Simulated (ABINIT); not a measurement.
# A GW chain in ABINIT: NaCl (Fm-3m), part 2 of 3

Wanted: ground state, empty states, screening and self-energy for NaCl (Fm-3m).

ABINIT 10.8.3; PBE and many-body steps on it, plane waves. Known limits of the many-body steps: not at the basis limit; coarse k mesh.

So far. Step 2 (Ground state): The gap is direct, at Γ.

The database entry behind the starting cell differs from later determinations by our own check (an axis about 0.4 % short against later determinations), so it need not match the best structure at ambient conditions.

## Step 3: Bands along the symmetry lines

Level of this step: DFT, PBE, plane waves, norm-conserving pseudopotentials (ABINIT).

The cheap functional maps the bands first; the places of the edges decide which points the dearer methods must see.

The input, run.abi:

```
acell 3*1.0 Angstrom
rprim 
  0.000000000000 2.810000000000 2.810000000000
  2.810000000000 0.000000000000 2.810000000000
  2.810000000000 2.810000000000 0.000000000000
ntypat 2
znucl 11 17
natom 2
typat 1 2
xred 
  0.000000000000 0.000000000000 0.000000000000
  0.500000000000 0.500000000000 0.500000000000
pp_dirpath "pseudos"
pseudos "Na.upf, Cl.upf"
ecut 38
iscf -2
irdden 1
kptopt 0
nkpt 50
kpt 
  0.00000000 0.00000000 0.00000000
  0.06250000 0.00000000 0.06250000
  0.12500000 0.00000000 0.12500000
  0.18750000 0.00000000 0.18750000
  0.25000000 0.00000000 0.25000000
  0.31250000 0.00000000 0.31250000
  0.37500000 0.00000000 0.37500000
  0.43750000 0.00000000 0.43750000
  0.50000000 0.00000000 0.50000000
  0.51562500 0.03125000 0.51562500
  0.53125000 0.06250000 0.53125000
  0.54687500 0.09375000 0.54687500
  0.56250000 0.12500000 0.56250000
  0.57812500 0.15625000 0.57812500
  0.59375000 0.18750000 0.59375000
  0.60937500 0.21875000 0.60937500
  0.62500000 0.25000000 0.62500000
  0.37500000 0.37500000 0.75000000
  0.32812500 0.32812500 0.65625000
  0.28125000 0.28125000 0.56250000
  0.23437500 0.23437500 0.46875000
  0.18750000 0.18750000 0.37500000
  0.14062500 0.14062500 0.28125000
  0.09375000 0.09375000 0.18750000
  0.04687500 0.04687500 0.09375000
  0.00000000 0.00000000 0.00000000
  0.06250000 0.06250000 0.06250000
  0.12500000 0.12500000 0.12500000
  0.18750000 0.18750000 0.18750000
  0.25000000 0.25000000 0.25000000
  0.31250000 0.31250000 0.31250000
  0.37500000 0.37500000 0.37500000
  0.43750000 0.43750000 0.43750000
  0.50000000 0.50000000 0.50000000
  0.50000000 0.46875000 0.53125000
  0.50000000 0.43750000 0.56250000
  0.50000000 0.40625000 0.59375000
  0.50000000 0.37500000 0.62500000
  0.50000000 0.34375000 0.65625000
  0.50000000 0.31250000 0.68750000
  0.50000000 0.28125000 0.71875000
  0.50000000 0.25000000 0.75000000
  0.50000000 0.21875000 0.71875000
  0.50000000 0.18750000 0.68750000
  0.50000000 0.15625000 0.65625000
  0.50000000 0.12500000 0.62500000
  0.50000000 0.09375000 0.59375000
  0.50000000 0.06250000 0.56250000
  0.50000000 0.03125000 0.53125000
  0.50000000 0.00000000 0.50000000
istwfk *1
nband 15
nbdbuf 2
tolwfr 1e-08
nstep 40
prtwf 0
prtvol 0
indata_prefix "in"
outdata_prefix "out"
tmpdata_prefix "tmp"
```

Run with:

```bash
$ OMP_NUM_THREADS=1 mpirun -n 4 abinit run.abi > log
```

Numbers of over 12 decimals in the logs are rounded to 6 here.

Log:

```text
.Version 10.8.3 of ABINIT. v10.8.2 released Aug 2026.

 Symmetries : space group Fm -3 m (#225); Bravais cF (face-center cubic)
[... echo of the input left out ...]
== DATASET  1 ==================================================================
-   mpi_nproc: 4, omp_nthreads: 1 (-1 if OMP is not activated)

--- !DatasetInfo
iteration_state: {dtset: 1, }
dimensions: {natom: 2, nkpt: 50, mband: 15, nsppol: 1, nspinor: 1, nspden: 1, mpw: 3383, }
cutoff_energies: {ecut:  38.0, pawecutdg:  -1.0, }
electrons: {nelect:   1.60000000E+01, charge:   0.00000000E+00, occopt:   1.00000000E+00, tsmear:   1.00000000E-02, }

 Real(R)+Recip(G) space primitive vectors, cartesian coordinates (Bohr,Bohr^-1):
 R(1)=  0.0000000  5.3101304  5.3101304  G(1)= -0.0941596  0.0941596  0.0941596
 R(2)=  5.3101304  0.0000000  5.3101304  G(2)=  0.0941596 -0.0941596  0.0941596
 R(3)=  5.3101304  5.3101304  0.0000000  G(3)=  0.0941596  0.0941596 -0.0941596
 Unit cell volume ucvol=  2.9946465E+02 bohr^3
 Angles (23,13,12)=  6.00000000E+01  6.00000000E+01  6.00000000E+01 degrees

 getcut: wavevector=  0.0000  0.0000  0.0000  ngfft=  45  45  45
         ecut(hartree)=     38.000   => boxcut(ratio)=   2.11142

--- Pseudopotential description ------------------------------------------------
- Na Generated using ONCVPSP code by D. R. Hamann
- 11.00000   9.00000  171031                  znucl, zion, pspdat
12 -101130 1 -1 1992                          pspcod,pspxc,lmax,lloc,mmax
     nproj     2     2     0
  pspatm : epsatm=    9.36084378
         --- l  ekb(1:nproj) -->
             0    2.667291   -0.676599
             1   -6.743718   -2.407365
 pspatm: atomic psp has been read  and splines computed

- Cl Generated using ONCVPSP code by D. R. Hamann
- 17.00000   7.00000  171031                  znucl, zion, pspdat
12 -101130 2 -1 1028                          pspcod,pspxc,lmax,lloc,mmax
     nproj     2     2     2
  pspatm : epsatm=    9.12776517
         --- l  ekb(1:nproj) -->
             0    8.139296    0.698720
[...]
pspatm: atomic psp has been read  and splines computed

--------------------------------------------------------------------------------

================================================================================
 prteigrs : about to open file out_EIG
 Non-SCF case, kpt    1 (  0.00000  0.00000  0.00000), residuals and eigenvalues=
  2.58E-09  1.15E-09  3.77E-09  7.43E-09  2.51E-09  1.33E-09  6.31E-09  9.73E-09
  3.49E-09  2.08E-09  2.26E-09  7.12E-09  3.05E-09  6.99E-09  7.82E-09
 -1.8170E+00 -7.8519E-01 -7.8519E-01 -7.8519E-01 -4.8579E-01 -1.9794E-02
 -1.9794E-02 -1.9794E-02  1.6946E-01  3.8673E-01  3.8673E-01  3.8673E-01
[...]
Non-SCF case, kpt    2 (  0.06250  0.00000  0.06250), residuals and eigenvalues=
  3.04E-09  4.70E-09  1.48E-09  3.14E-09  3.80E-09  7.14E-09  3.57E-09  5.97E-09
[...]
8.37E-09  7.83E-09  2.01E-09  2.43E-09  5.74E-09  3.45E-09  1.93E-09  3.70E-09
  9.69E-09  1.43E-09  7.80E-09  7.66E-09  8.39E-09  2.32E-09  3.73E-06
[...]
Non-SCF case, kpt   49 (  0.50000  0.03125  0.53125), residuals and eigenvalues=
[...]
Non-SCF case, kpt   50 (  0.50000  0.00000  0.50000), residuals and eigenvalues=
[...]
-1.8170E+00 -7.8596E-01 -7.8550E-01 -7.8550E-01 -4.7135E-01 -8.1725E-02
 -4.2038E-02 -4.2038E-02  2.5761E-01  2.7614E-01  3.9902E-01  5.2701E-01
[...]
--- !ResultsGS
iteration_state: {dtset: 1, }
comment   : Summary of ground state results
lattice_vectors:
- [  0.0000000,   5.3101304,   5.3101304, ]
- [  5.3101304,   0.0000000,   5.3101304, ]
- [  5.3101304,   5.3101304,   0.0000000, ]
lattice_lengths: [   7.50966,    7.50966,    7.50966, ]
lattice_angles: [ 60.000,  60.000,  60.000, ] # degrees, (23, 13, 12)
lattice_volume:   2.9946465E+02
convergence: {deltae:  0.000E+00, res2:  0.000E+00, residm:  9.952E-09, diffor:  0.000E+00, }
etotal    :  -6.22461254E+01
entropy   :   0.00000000E+00
fermie    :  -1.97941144E-02
cartesian_stress_tensor: null
pressure_GPa: null
xred      :
- [  0.0000E+00,   0.0000E+00,   0.0000E+00, Na]
- [  5.0000E-01,   5.0000E-01,   5.0000E-01, Cl]
cartesian_forces: null
force_length_stats: {min: null, max: null, mean: null, }

 Integrated electronic density in atomic spheres:
 ------------------------------------------------
 Atom  Sphere_radius  Integrated_density
[...]
================================================================================

 ----iterations are completed or convergence reached----

 Mean square residual over all n,k,spin=   45.837E-10; max=  99.517E-10
 reduced coordinates (array xred) for    2 atoms
       0.000000000000      0.000000000000      0.000000000000
       0.500000000000      0.500000000000      0.500000000000

 cartesian coordinates (angstrom) at end:
    1      0.000000     0.000000     0.000000
    2      2.810000     2.810000     2.810000
 length scales=  1.889726125908  1.889726125908  1.889726125908 bohr
              =  1.000000000000  1.000000000000  1.000000000000 angstroms
 prteigrs : about to open file out_EIG
 Eigenvalues (hartree) for nkpt=  50  k points:
 kpt#   1, nband= 15, wtk=  1.00000, kpt=  0.0000  0.0000  0.0000 (reduced coord)
[...]
kpt#   2, nband= 15, wtk=  1.00000, kpt=  0.0625  0.0000  0.0625 (reduced coord)
[...]
kpt#   3, nband= 15, wtk=  1.00000, kpt=  0.1250  0.0000  0.1250 (reduced coord)
[...]
kpt#  49, nband= 15, wtk=  1.00000, kpt=  0.5000  0.0313  0.5313 (reduced coord)
  -1.81699   -0.78595   -0.78551   -0.78551   -0.47133   -0.08141   -0.04252   -0.04227
   0.25891    0.27732    0.39778    0.51051    0.52752    0.54647    0.59143
 kpt#  50, nband= 15, wtk=  1.00000, kpt=  0.5000  0.0000  0.5000 (reduced coord)
  -1.81699   -0.78596   -0.78550   -0.78550   -0.47135   -0.08172   -0.04204   -0.04204
   0.25761    0.27614    0.39902    0.52701    0.52701    0.53315    0.59152

== END DATASET(S) ==============================================================
================================================================================

 -outvars: echo values of variables after computation  --------
            nband          15
             nkpt          50
          spgroup         225
 [... the other variables as echoed above ...]

 Calculation completed.
```

Run time: 13 s. Hardware: 4 MPI ranks of Arm Neoverse V1, shared host; peak memory 0.29 GiB; 52 s of CPU time.

Numbers from this step:

```
gap                        : 5.150 eV
k of the valence top       : 0, 0, 0
k of the conduction bottom : 0, 0, 0
least direct gap           : 5.150 eV
```

The gap is 5.150 eV, as in the run before at this level.

Electronic bands along the path, in eV, zero at the top of the highest filled band; v1 is the highest filled band, c1 the lowest empty one:

```csv
point,v4,v3,v2,v1,c1,c2,c3,c4
Γ,-12.68,0.00,0.00,0.00,5.15,11.06,11.06,11.06
halfway,-12.47,-1.08,-0.32,-0.32,7.13,9.10,10.83,12.41
X,-12.29,-1.69,-0.61,-0.61,7.55,8.05,11.40,14.88
halfway,-12.28,-1.62,-0.77,-0.58,7.79,8.33,11.15,13.72
U,-12.28,-1.43,-1.13,-0.50,8.24,9.04,10.59,12.74
jump to K,-12.28,-1.43,-1.13,-0.50,8.24,9.04,10.59,12.74
halfway,-12.45,-1.24,-0.48,-0.16,7.32,9.68,10.76,11.84
Γ,-12.68,0.00,0.00,0.00,5.15,11.06,11.06,11.06
halfway,-12.51,-1.11,-0.14,-0.14,6.62,10.01,11.34,11.34
L,-12.34,-1.95,-0.27,-0.27,7.28,10.72,10.92,10.92
halfway,-12.30,-1.67,-0.77,-0.42,8.34,9.55,10.28,11.69
W,-12.27,-1.20,-1.20,-0.76,8.84,9.71,9.71,11.37
halfway,-12.28,-1.55,-0.80,-0.69,8.07,8.54,10.89,12.75
X,-12.29,-1.69,-0.61,-0.61,7.55,8.05,11.40,14.88
```

The electronic bands as a text plot (rows in eV, shown from -8.0 to 11.1 only):

```
   10.8 |++   +++++    ++++     +    ++++++    +++++++       ++
   10.0 |  +++             ++++++++++      +++++    +++++++++
    9.2 |     ++         +++                          +++++++
    8.4 |       ++++++++++++++++                      +     +++++
    7.6 |       +++++++++       +              +++++++        +++
    6.8 |    +++                 ++         +++
    6.0 |  ++                      ++    +++
    5.2 |++                          ++++
    4.4 |
    3.6 |
    2.8 |
    2.0 |
    1.2 |
    0.4 |*                           ****
   -0.4 | ****************************  *************************
   -1.2 |     *****     ***********         ***        ********
   -2.0 |          *****                       ********        **
   -2.8 |
   -3.6 |
   -4.4 |
   -5.2 |
   -6.0 |
   -6.8 |
   -7.6 |
         Γ           X  U|K            Γ         L        W     X
```

## Step 4: Empty states on the mesh, 4×4×4 mesh, 116 bands

The sums over transitions need many empty states on a uniform mesh; this step solves for them.

The input, run.abi:

```
acell 3*1.0 Angstrom
rprim 
  0.000000000000 2.810000000000 2.810000000000
  2.810000000000 0.000000000000 2.810000000000
  2.810000000000 2.810000000000 0.000000000000
ntypat 2
znucl 11 17
natom 2
typat 1 2
xred 
  0.000000000000 0.000000000000 0.000000000000
  0.500000000000 0.500000000000 0.500000000000
pp_dirpath "pseudos"
pseudos "Na.upf, Cl.upf"
ecut 38
ngkpt 4 4 4
nshiftk 1
shiftk 0 0 0
kptopt 1
chksymbreak 0
irdden 1
istwfk *1
nband 116
prtvol 0
optdriver 6
gwr_task "HDIAGO"
paral_kgb 0
occopt 1
indata_prefix "in"
outdata_prefix "out"
tmpdata_prefix "tmp"
```

Log:

```text
[banner, memory and clock lines left out]
.Version 10.8.3 of ABINIT. v10.8.2 released Aug 2026.

 Symmetries : space group Fm -3 m (#225); Bravais cF (face-center cubic)
[... echo of the input left out ...]
== DATASET  1 ==================================================================
-   mpi_nproc: 4, omp_nthreads: 1 (-1 if OMP is not activated)

--- !DatasetInfo
iteration_state: {dtset: 1, }
dimensions: {natom: 2, nkpt: 8, mband: 116, nsppol: 1, nspinor: 1, nspden: 1, mpw: 3383, }
cutoff_energies: {ecut:  38.0, pawecutdg:  -1.0, }
electrons: {nelect:   1.60000000E+01, charge:   0.00000000E+00, occopt:   1.00000000E+00, tsmear:   1.00000000E-02, }

.Using double precision arithmetic; gwpc =  8

- Reading GS density from: in_DEN

--- Pseudopotential description ------------------------------------------------
- Na Generated using ONCVPSP code by D. R. Hamann
- 11.00000   9.00000  171031                  znucl, zion, pspdat
12 -101130 1 -1 1992                          pspcod,pspxc,lmax,lloc,mmax
     nproj     2     2     0
  pspatm : epsatm=    9.36084378
         --- l  ekb(1:nproj) -->
             0    2.667291   -0.676599
             1   -6.743718   -2.407365
 pspatm: atomic psp has been read  and splines computed

- Cl Generated using ONCVPSP code by D. R. Hamann
- 17.00000   7.00000  171031                  znucl, zion, pspdat
12 -101130 2 -1 1028                          pspcod,pspxc,lmax,lloc,mmax
     nproj     2     2     2
  pspatm : epsatm=    9.12776517
         --- l  ekb(1:nproj) -->
             0    8.139296    0.698720
             1    3.821713    1.107519
             2   -2.938609   -0.805455
 pspatm: atomic psp has been read  and splines computed

   2.95817743E+02                                ecore*ucvol(ha*bohr**3)

 Total charge density [el/Bohr^3]
)     Maximum=    2.7006E+00  at reduced coord.    0.9778    0.9778    0.9778
)     Minimum=    1.9497E-03  at reduced coord.    0.2444    0.2444    0.2444
   Integrated=    1.6000E+01

 === KS gaps after direct diagonalization ===
 Direct band gap semiconductor
 Fundamental gap:     5.150 (eV)
   VBM:    -0.539 (eV) at k: [ 0.0000E+00,  0.0000E+00,  0.0000E+00]
   CBM:     4.611 (eV) at k: [ 0.0000E+00,  0.0000E+00,  0.0000E+00]
 Direct gap:         5.150 (eV) at k: [ 0.0000E+00,  0.0000E+00,  0.0000E+00]

== END DATASET(S) ==============================================================

 -outvars: echo values of variables after computation  --------
           etotal      0.0000000000E+00
            nband         116
             nkpt           8
          spgroup         225
 [... the other variables as echoed above ...]

 Calculation completed.
```

Wall time 76 s (4 MPI ranks); peak memory 2.6 GiB.

Numbers from this step:

| Quantity | Value |
| --- | --- |
| gap | 5.150 eV |
| k of the valence top | 0, 0, 0 |
| k of the conduction bottom | 0, 0, 0 |
| least direct gap | 5.150 eV |
| k points computed | 8 |
| lowest point of the top converged band, above the valence top | 91.7034 eV |

On this mesh the gap is 5.150 eV.

## Step 5: Screening, 4×4×4 mesh, 108 bands, screening to 163.3 eV

The RPA dielectric matrix is built and inverted for each q.

This step: RPA screening on PBE, plane waves, norm-conserving pseudopotentials.

run.abi: that of step 4 with these lines changed.

```diff
@@ -20,10 +20,11 @@
 chksymbreak 0
-irdden 1
 istwfk *1
-nband 116
-prtvol 0
-optdriver 6
-gwr_task "HDIAGO"
-paral_kgb 0
 occopt 1
+irdwfk 1
+optdriver 3
+nband 108
+ecuteps 6
+inclvkb 2
+awtr 1
+symchi 1
 indata_prefix "in"
```

Log:

```text
.Version 10.8.3 of ABINIT. v10.8.2 released Aug 2026.

 Symmetries : space group Fm -3 m (#225); Bravais cF (face-center cubic)
[... echo of the input left out ...]
== DATASET  1 ==================================================================
-   mpi_nproc: 4, omp_nthreads: 1 (-1 if OMP is not activated)

--- !DatasetInfo
iteration_state: {dtset: 1, }
dimensions: {natom: 2, nkpt: 8, mband: 108, nsppol: 1, nspinor: 1, nspden: 1, mpw: 3383, }
cutoff_energies: {ecut:  38.0, pawecutdg:  -1.0, }
electrons: {nelect:   1.60000000E+01, charge:   0.00000000E+00, occopt:   1.00000000E+00, tsmear:   1.00000000E-02, }

 SCREENING: Calculation of the susceptibility and dielectric matrices

 Based on a program developped by R.W. Godby, V. Olevano, G. Onida, and L. Reining.
 Incorporated in ABINIT by V. Olevano, G.-M. Rignanese, and M. Torrent.
.Using double precision arithmetic ; gwpc =  8

[... cell and pseudopotentials left out ...]
--------------------------------------------------------------------------------

 ==== K-mesh for the wavefunctions ====
 Number of points in the irreducible wedge :     8
[... list of points left out ...]
 Together with 48 symmetry operations and time-reversal symmetry
 yields    64 points in the full Brillouin Zone.

 ==== Q-mesh for the screening function ====
 Number of points in the irreducible wedge :     8
[... list of points left out ...]
 Together with 48 symmetry operations and time-reversal symmetry
 yields    64 points in the full Brillouin Zone.

 setmesh: FFT mesh size selected  =    30x   30x   30
          total number of points  =        27000

 vcoul_init : cutoff-mode = AUXILIARY_FUNCTION
 q-points for optical limit:   1
     1)      0.000010    0.000020    0.000030

- screening: taking advantage of time-reversal symmetry
- Maximum band index for partially occupied states nbvw = 8
- Remaining bands to be divided among processors   nbcw = 100
- Number of bands treated by each node ~25

 Number of electrons calculated from density =   16.0000; Expected =   16.0000
 average of density, n =  0.053429
 r_s =    1.6471
 omega_plasma =   22.2968 [eV]

 calculating chi0 at frequencies [eV] :
  1    0.000000E+00    0.000000E+00
  2    0.000000E+00    2.229681E+01

--------------------------------------------------------------------------------
  q-point number  1        q = ( 0.000000, 0.000000, 0.000000) [r.l.u.]
--------------------------------------------------------------------------------
[... chi0 elements left out ...]
 For q-point:  0.000010 0.000020 0.000030
  dielectric constant =   2.3829
  dielectric constant without local fields =   2.7977

  Average fulfillment of the sum rule on Im[epsilon] for q-point    1 :     64.06  [%]
[... wings left out ...]
  q-point number  2        q = ( 0.250000, 0.000000, 0.000000) [r.l.u.]
--------------------------------------------------------------------------------
[... chi0 elements left out ...]
  Average fulfillment of the sum rule on Im[epsilon] for q-point    2 :     72.05  [%]

 [... 6 further q-points ...]
```

The job ended after 24 s (4 MPI ranks; peak memory 0.84 GiB; 96 s of CPU time).

This step gave:

| Property | Result |
| --- | --- |
| ε∞ with local fields, on this mesh, along the program's q direction | 2.383 |
| the same without local fields | 2.798 |
| plasma frequency | 22.30 eV |
| plane waves in the screening matrix | 181 |

Local fields lower ε∞ by 15 %. On a Γ-centred mesh this coarse the value itself is usually too large, while a short band sum pulls it down.

(Part 2 of 3 ends here.)

[Paths, hosts, dates, memory and timing lines, banners, echoed tables and standing remarks are left out of the program output.]

[Logs are printed without paths, hosts, clocks, repeated set-up lines and the standing remarks that a program may print on its own settings, such as how far it seeks lower states.]

[Runs of the session that timed out or met a known fault of the program may be left out.]

[Hosts, paths, dates, database ids (printed as entryN), source tags and the programs' standing remarks are cut or masked in the printed files.]

[G0W0 gaps are taken among the corrected bands and points alone; a level outside them can change the order at an edge.]

[Where Ansatz stands beside ABINIT at settings called matched, ABINIT's density can come from a denser mesh and the files from another edition; pairs whose starting gaps differed by over 0.03 eV were left out, so agreement reads better than it is.]
